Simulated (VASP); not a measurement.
# LaB6 (Pm-3m) in VASP: relaxation of cell and atoms with r2SCAN+rVV10

Aim: the relaxation of cell and atoms of LaB6 with r2SCAN+rVV10.

All numbers are computed with VASP 6.6.1; they aren't measurements. Logs are shortened: lines on timing, memory, paths and dates and some standing lists are left out, and cuts for length are marked.

**1. The crystal as given**

It takes space group Pm-3m (No. 221, cubic). The conventional cell has a = 4.153 Å, b = 4.153 Å, c = 4.153 Å, α = 90.00°, β = 90.00°, γ = 90.00°. Around La (site symmetry m-3m) lie 24 B at 3.05 Å. B (site symmetry 4mm) has 5 B at 1.66 to 1.76 Å as nearest neighbours.

The cell is a database's computed one.

**2. Relaxation of cell and atoms, r2SCAN+rVV10**

The input, INCAR:

```
PREC     = Accurate       # precision mode
ENCUT    = 600            # plane-wave cutoff, eV
EDIFF    = 1E-7           # SCF threshold, eV
ISMEAR   = 0              # smearing method
SIGMA    = 0.1            # smearing width, eV
LREAL    = False          # projectors in reciprocal space
LASPH    = True           # aspherical terms in the spheres
NELM     = 80             # most SCF steps
ALGO     = Normal         # electronic algorithm
ISIF     = 3              # what is computed and relaxed
LWAVE    = False          # write WAVECAR
LCHARG   = False          # write CHGCAR
METAGGA  = R2SCAN         # meta-GGA
LMIXTAU  = True         
LUSE_VDW = True         
IVDW_NL  = 2            
BPARAM   = 11.95        
CPARAM   = 0.0093       
IBRION   = 2              # ionic algorithm
NSW      = 90             # ionic steps
EDIFFG   = -0.005         # ionic threshold
```

The input, KPOINTS:

```
Automatic mesh
0
Gamma
  8 8 8
```

The input, POSCAR:

```
LaB6
1.0
    4.1526084300      0.0000000000      0.0000000000
    0.0000000000      4.1526084300      0.0000000000
    0.0000000000      0.0000000000      4.1526084300
La B
1 6
Direct
    0.0000000000      0.0000000000      0.0000000000
    0.8001218200      0.5000000000      0.5000000000
    0.1998781800      0.5000000000      0.5000000000
    0.5000000000      0.5000000000      0.8001218200
    0.5000000000      0.5000000000      0.1998781800
    0.5000000000      0.1998781800      0.5000000000
    0.5000000000      0.8001218200      0.5000000000
```

Potentials or basis: VASP PAW PBE potentials, release 64 (La, B).

The run is started by

```bash
$ cat potpaw_PBE.64/La/POTCAR potpaw_PBE.64/B/POTCAR > POTCAR
$ mpirun -np 1 vasp_std > vasp.out
```

OUTCAR:

```text
PREC = Accurate
   ENCUT = 600
   EDIFF = 1E-7
   ISMEAR = 0
   LREAL = False
   LASPH = True
   NELM = 80
   ISIF = 3
   METAGGA = R2SCAN
   IVDW_NL = 2
   BPARAM = 11.95
   IBRION = 2
   NSW = 90
   EDIFFG = -0.005

 ion  position               nearest neighbor table
   1  0.000  0.000  0.000-
   2  0.800  0.500  0.500-   3 1.66   4 1.76   5 1.76   6 1.76   7 1.76
   3  0.200  0.500  0.500-   2 1.66   4 1.76   5 1.76   6 1.76   7 1.76
   4  0.500  0.500  0.800-   5 1.66   3 1.76   2 1.76   6 1.76   7 1.76
   5  0.500  0.500  0.200-   4 1.66   3 1.76   2 1.76   6 1.76   7 1.76
   6  0.500  0.200  0.500-   7 1.66   3 1.76   4 1.76   5 1.76   2 1.76
   7  0.500  0.800  0.500-   6 1.66   3 1.76   4 1.76   5 1.76   2 1.76

  LATTYP: Found a simple cubic cell.
 ALAT       =     4.1526084300

  Lattice vectors:

 A1 = (   4.1526084300,   0.0000000000,   0.0000000000)
 A2 = (   0.0000000000,   4.1526084300,   0.0000000000)
 A3 = (   0.0000000000,   0.0000000000,   4.1526084300)

Analysis of symmetry for initial positions (statically):
=====================================================================
 Subroutine PRICEL returns:
 Original cell was already a primitive cell.

 Routine SETGRP: Setting up the symmetry group for a
 simple cubic supercell.

 Subroutine GETGRP returns: Found 48 space group operations
 (whereof 48 operations were pure point group operations)
 out of a pool of 48 trial point group operations.

The static configuration has the point symmetry O_h .

Analysis of symmetry for dynamics (positions and initial velocities):
=====================================================================
 Subroutine PRICEL returns:
 Original cell was already a primitive cell.

 Routine SETGRP: Setting up the symmetry group for a
 simple cubic supercell.

 Subroutine GETGRP returns: Found 48 space group operations
 (whereof 48 operations were pure point group operations)
 out of a pool of 48 trial point group operations.

The dynamic configuration has the point symmetry O_h .

 Subroutine INISYM returns: Found 48 space group operations
 (whereof 48 operations are pure point group operations),
 and found     1 'primitive' translations

----------------------------------------------------------------------------------------

                                     Primitive cell

  volume of cell :      71.6082

  direct lattice vectors                    reciprocal lattice vectors
     4.152608430  0.000000000  0.000000000     0.240812496  0.000000000  0.000000000
     0.000000000  4.152608430  0.000000000     0.000000000  0.240812496  0.000000000
     0.000000000  0.000000000  4.152608430     0.000000000  0.000000000  0.240812496

  length of vectors
     4.152608430  4.152608430  4.152608430     0.240812496  0.240812496  0.240812496

  position of ions in fractional coordinates (direct lattice)
     0.000000000  0.000000000  0.000000000
     0.800121820  0.500000000  0.500000000
     0.199878180  0.500000000  0.500000000
     0.500000000  0.500000000  0.800121820
     0.500000000  0.500000000  0.199878180
     0.500000000  0.199878180  0.500000000
     0.500000000  0.800121820  0.500000000

  ion indices of the primitive-cell ions
   primitive index   ion index
                 1           1
                 2           2
                 3           3
                 4           4
                 5           5
                 6           6
                 7           7

----------------------------------------------------------------------------------------

 KPOINTS: Automatic mesh

Automatic generation of k-mesh.
 Grid dimensions read from file:
 generate k-points for:    8    8    8

 Generating k-lattice:

  Cartesian coordinates                     Fractional coordinates (reciprocal lattice)
     0.030101562  0.000000000  0.000000000     0.125000000  0.000000000  0.000000000
     0.000000000  0.030101562  0.000000000     0.000000000  0.125000000  0.000000000
     0.000000000  0.000000000  0.030101562     0.000000000  0.000000000  0.125000000

  Length of vectors
     0.030101562  0.030101562  0.030101562

  Shift w.r.t. Gamma in fractional coordinates (k-lattice)
     0.000000000  0.000000000  0.000000000

 Subroutine IBZKPT returns following result:
 ===========================================

 Found     35 irreducible k-points:

 Following reciprocal coordinates:
            Coordinates               Weight
  0.000000  0.000000  0.000000      1.000000
  0.125000  0.000000  0.000000      6.000000
  0.250000  0.000000  0.000000      6.000000
  0.375000  0.000000  0.000000      6.000000
  0.500000  0.000000  0.000000      3.000000
  0.125000  0.125000  0.000000     12.000000
[... 16 lines left out ...]
  0.375000  0.375000  0.125000     24.000000
  0.500000  0.375000  0.125000     24.000000
 [... further k-points ...]
   k-points           NKPTS =     35   k-points in BZ     NKDIM =     35   number of bands    NBANDS=     18
   number of dos      NEDOS =    301   number of ions     NIONS =      7
   total plane-waves  NPLWV =  46656
   dimension x,y,z NGX =    36 NGY =   36 NGZ =   36
   dimension x,y,z NGXF=    72 NGYF=   72 NGZF=   72
   ions per type =               1   6
   NGX,Y,Z   is equivalent  to a cutoff of  14.41, 14.41, 14.41 a.u.
   NGXF,Y,Z  is equivalent  to a cutoff of  28.82, 28.82, 28.82 a.u.
 SYSTEM =  unknown system
   PREC   = accura    normal or accurate (medium, high low for compatibility)
   ISTART =      0    job   : 0-new  1-cont  2-samecut
   ICHARG =      2    charge: 1-file 2-atom 10-const
   ISPIN  =      1    spin polarized calculation?
   LNONCOLLINEAR =      F non collinear calculations
   LSORBIT =      F    spin-orbit coupling
   LASPH  =      T    aspherical Exc in radial PAW
   ENCUT  =  600.0 eV  44.10 Ry    6.64 a.u.   8.29  8.29  8.29*2*pi/ulx,y,z
   NELM   =     80;   NELMIN=  2; NELMDL= -5     # of ELM steps
   EDIFF  = 0.1E-06   stopping-criterion for ELM
   LREAL  =      F    real-space projection
   EDIFFG = -.5E-02   stopping-criterion for IOM
   NSW    =     90    number of steps for IOM
   IBRION =      2    ionic relax: 0-MD 1-quasi-New 2-CG
   NFREE  =      1    steps in history (QN), initial steepest desc. (CG)
   ISIF   =      3    stress and relaxation
   ISYM   =      2    0-nonsym 1-usesym 2-fastsym
   POTIM  = 0.5000    time-step for ionic-motion
   TEBEG  =    0.0;   TEEND  =   0.0 temperature during run
   PSTRESS=    0.0 pullay stress
   NELECT =      29.0000    total number of electrons
   NUPDOWN=      -1.0000    fix difference up-down
   EMIN   =  10.00;   EMAX   =-10.00  energy-range for DOS
   EFERMI =   0.00;   METHOD = LEGACY
   ISMEAR =     0;   SIGMA  =   0.10  broadening in eV -4-tet -1-fermi 0-gaus
   EFERMI_NEDOS =   21; number of points for ismear=-14 and -15
   IALGO  =     38    algorithm
   IMIX   =      4    mixing-type and parameters
     AMIX     =   0.40;   BMIX     =  1.00
     AMIX_MAG =   1.60;   BMIX_MAG =  1.00
  volume/ion in A,a.u.               =      10.23        69.03
  Fermi-wavevector in a.u.,A,eV,Ry     =   1.211211  2.288857 19.960187  1.467032
  Thomas-Fermi vector in A             =   2.346734
   LORBIT       =      0    0 simple, 1 ext, 2 COOP (PROOUT), +10 PAW based schemes
   METAGGA = R2SCAN    functional components
   LHFCALC =     F    Hartree Fock is set to
   AEXX    =    0.0000 exact exchange contribution
   IVDW_NL    =     2    kernel type
   BPARAM     =11.9500
   IVDW    =     0    specifies the selected vdW correction
   LEPSILON=     F    determine dielectric tensor
   LRPA    =     F    only Hartree local field effects (RPA)
 conjugate gradient relaxation of ions
 non-spin polarized calculation
 Gauss-broadening in eV      SIGMA  =   0.10
  energy-cutoff  :      600.00
  volume of cell :       71.61
 maximum number of plane-waves:      2440
 NGX is ok and might be reduce to    36

--------------------------------------- Ionic step        1  -------------------------------------------

 number of electron      29.0000000 magnetization

 Free energy of the ion-electron system (eV)
  ---------------------------------------------------
  ext. energy  EPLUGINS =         0.00000000
  ---------------------------------------------------
  free energy    TOTEN  =       -77.92999499 eV

  energy without entropy =      -77.92633094  energy(sigma->0) =      -77.92816297

------------------------ aborting loop because EDIFF is reached ----------------------------------------

  FORCE on cell =-STRESS in cart. coord.  units (eV):
  Direction    XX          YY          ZZ          XY          YZ          ZX
  --------------------------------------------------------------------------------------
  -------------------------------------------------------------------------------------
  Total       -0.3081990     -0.3081990     -0.3081990      0.0000000     -0.0000000     -0.0000000
  in kB       -6.8957073     -6.8957073     -6.8957073      0.0000000     -0.0000000     -0.0000000
  external PRESSURE =      -6.8957073 kB  Pullay stress =       0.0000000 kB
[... 231 lines left out ...]
  energy  without entropy=      -77.9269242984  energy(sigma->0) =      -77.92875908

--------------------------------------- Ionic step        7  -------------------------------------------

 number of electron      29.0000000 magnetization

 Free energy of the ion-electron system (eV)
  ---------------------------------------------------
  ext. energy  EPLUGINS =         0.00000000
  ---------------------------------------------------
  free energy    TOTEN  =       -77.93060366 eV

  energy without entropy =      -77.92694657  energy(sigma->0) =      -77.92877512

 E-fermi :   8.7403     XC(G=0): -11.9835

 val. band max:        8.6143349192   @ k =   0.3750   0.2500   0.1250
 cond. band min:       8.7497609808   @ k =   0.2500   0.2500   0.0000
 fundamental gap:      0.1354260617
 Fermi energy:         8.7402508271

 k-point     1 :       0.0000    0.0000    0.0000
  band No.  band energies     occupation
      1     -25.5719      2.00000
      2      -8.8709      2.00000
      3      -8.8709      2.00000
      4      -8.8709      2.00000
      5      -7.8346      2.00000
      6       0.3609      2.00000
[... 10 lines left out ...]
     17       9.0289      0.00004
     18      10.4067      0.00000
[... 466 lines left out ...]
      2      -9.3578      2.00000
      3      -9.2202      2.00000
      4      -8.7948      2.00000
      5      -7.1370      2.00000
      6      -1.6208      2.00000
[... 10 lines left out ...]
     17      10.9324      0.00000
     18      10.9497      0.00000

 [... further k-points ...]

------------------------ aborting loop because EDIFF is reached ----------------------------------------

  FORCE on cell =-STRESS in cart. coord.  units (eV):
  Direction    XX          YY          ZZ          XY          YZ          ZX
  --------------------------------------------------------------------------------------
  -------------------------------------------------------------------------------------
  Total       -0.0063250     -0.0063250     -0.0063250      0.0000000     -0.0000000      0.0000000
  in kB       -0.1420512     -0.1420512     -0.1420512      0.0000000     -0.0000000      0.0000000
  external PRESSURE =      -0.1420512 kB  Pullay stress =       0.0000000 kB
[... 22 lines left out ...]
  FREE ENERGIE OF THE ION-ELECTRON SYSTEM (eV)
  ---------------------------------------------------
  free  energy   TOTEN  =       -77.9306036637 eV

  energy  without entropy=      -77.9269465745  energy(sigma->0) =      -77.92877512

 reached required accuracy - stopping structural energy minimisation
```

Run time: 12 min. Hardware: 1 thread of Intel Xeon 6975P-C (Granite Rapids), shared host; peak memory 0.44 GiB.

What came out:

```yaml
Free_energy: -77.9306 eV
Relaxed_volume: 10.19 Å³/atom
Relaxed_cell: a = 4.147 Å, b = 4.147 Å, c = 4.147 Å, α = 90.00°, β = 90.00°, γ = 90.00°
Space_group_after_relaxing_to_0.05_Å: Pm-3m (No. 221)
Energy_gained_by_relaxing: 0.1 meV/atom
Ionic_steps: 7
Pressure_after_relaxing: 0.0 GPa
Band_gap_on_the_k_mesh: none (metal or under the smearing width)
```

Step by step:
```tsv
step	energy change (eV)	largest force (eV/Å)	pressure (GPa)	volume (Å³)
1	0.0000	0.0075	-0.69	71.61
2	-0.0004	0.0078	0.47	71.15
3	-0.0006	0.0078	0.04	71.32
4	-0.0006	0.0077	0.01	71.33
5	-0.0006	0.0078	-0.01	71.34
6	-0.0006	0.0143	-0.02	71.34
7	-0.0006	0.0001	-0.01	71.34
```

Final structure:
```yaml
crystal:
  lattice:
    - [4.14739, 0.00000, 0.00000]
    - [0.00000, 4.14739, 0.00000]
    - [0.00000, 0.00000, 4.14739]
  atoms:
    - { symbol: La, position: [0.00000, 0.00000, 0.00000] }
    - { symbol: B, position: [0.80020, 0.50000, 0.50000] }
    - { symbol: B, position: [0.19980, 0.50000, 0.50000] }
    - { symbol: B, position: [0.50000, 0.50000, 0.80020] }
    - { symbol: B, position: [0.50000, 0.50000, 0.19980] }
    - { symbol: B, position: [0.50000, 0.19980, 0.50000] }
    - { symbol: B, position: [0.50000, 0.80020, 0.50000] }
```

Levels at points of the mesh, in eV from the Fermi level:
```
           k point  band 10  band 11  band 12  band 13  band 14  band 15  band 16  band 17  band 18
(0.00, 0.00, 0.00)    -7.49    -7.49    -1.96    -1.96    -1.96     0.29     0.29     0.29     1.67
(0.50, 0.00, 0.00)    -6.99    -3.69    -3.69    -3.38    -2.53    -1.55     1.69     1.69     1.74
(0.50, 0.50, 0.00)    -6.49    -4.71    -4.71    -3.05    -3.05     1.22     1.22     2.26     2.28
(0.50, 0.50, 0.50)    -5.04    -5.04    -2.52    -2.52    -2.52     1.71     2.05     2.05     2.05
```

Caveat: the PAW data sets were made with another functional, which shifts forces and pressure a little. The run has no spin-orbit coupling, so splittings on La are missing.
